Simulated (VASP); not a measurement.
System: HfC (rock salt type, first atom moved by 0.06 Å along [111]), 2 atoms in the cell.

```yaml
crystal:
  lattice:
    - [0.00000, 2.32500, 2.32500]
    - [2.32500, 0.00000, 2.32500]
    - [2.32500, 2.32500, 0.00000]
  atoms:
    - { symbol: Hf, position: [0.00745, 0.00745, 0.00745] }
    - { symbol: C, position: [0.50000, 0.50000, 0.50000] }
```
Lattice in Å, positions in fractions of it.

Code and potentials: VASP, Hf_pv/C, 520 eV. Settings: k-mesh 4×4×4 Γ-centred; Fermi–Dirac smearing of 0.1 eV; no spin polarisation; no spin–orbit coupling. For HSE06: HFSCREEN = 0.208; HFRCUT = 0; PRECFOCK = Normal.

Plain PBE gives:

```yaml
Pressure: -0.54 GPa
```

```
atom  Fx (eV/Å)  Fy (eV/Å)  Fz (eV/Å)
 Hf1     -0.204     -0.204     -0.204
  C2      0.204      0.204      0.204
```

**Question.** What changes under HSE06?

**Answer.** The pressure decreases by 2.98 GPa to -3.52 GPa; the forces move by 317 meV/Å (rms):

```tsv
atom	Fx (eV/Å)	Fy (eV/Å)	Fz (eV/Å)
Hf1	-0.022	-0.022	-0.022
C2	0.022	0.022	0.022
```

VASP prints the stress at a fixed plane-wave basis, so it holds the Pulay stress of this cutoff.

The k-mesh is coarse, so these values belong to this mesh and can lie far from the converged ones. Potentials made with PBE were used with another functional (at least in: VASP, Hf_pv/C, 520 eV (HSE06)).
